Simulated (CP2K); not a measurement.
The system is ZnO (zincite).

```
Zn O
1.0
     3.24931    0.00000    0.00000
    -1.62465    2.81398    0.00000
     0.00000    0.00000    5.20571
Zn O
2 2
Direct
  0.66667 0.33333 0.00000
  0.33333 0.66667 0.50000
  0.33333 0.66667 0.87901
  0.66667 0.33333 0.37901
```

Base run:

| Item | Value |
| --- | --- |
| Program | CP2K 2026.2 |
| Functional | BLYP |
| Potentials or basis | POTENTIAL_UZH Zn GTH-PBE-q12, O GTH-PBE-q6; TZVP-MOLOPT-PBE-GTH basis |
| Density cutoff | 11565 eV |
| k mesh | 9 × 9 × 5 |
| Occupations | fermi-dirac, width 0.05 eV |
| Spin | no spin polarisation |

Its results: band gap on the k mesh 0.96 eV, direct; pressure 11.5 GPa.

After a change of settings the same cell gave: band gap on the k mesh 0.80 eV, direct; pressure 6.2 GPa. Which change was it?
A. functional from BLYP to PBE
B. functional from BLYP to rev-vdW-DF2
C. functional from BLYP to LDA
D. functional from BLYP to OLYP

A.

PBE binds more tightly than BLYP, so the same cell stands under less pressure.

Caveats: an odd mesh through Γ misses points on the zone boundary, where band edges often lie; the basis of atomic orbitals isn't converged, which shifts pressures, moduli and gaps; the potentials were made for another functional, which shifts forces and pressure (some runs).

Not every run made on this cell is shown here.
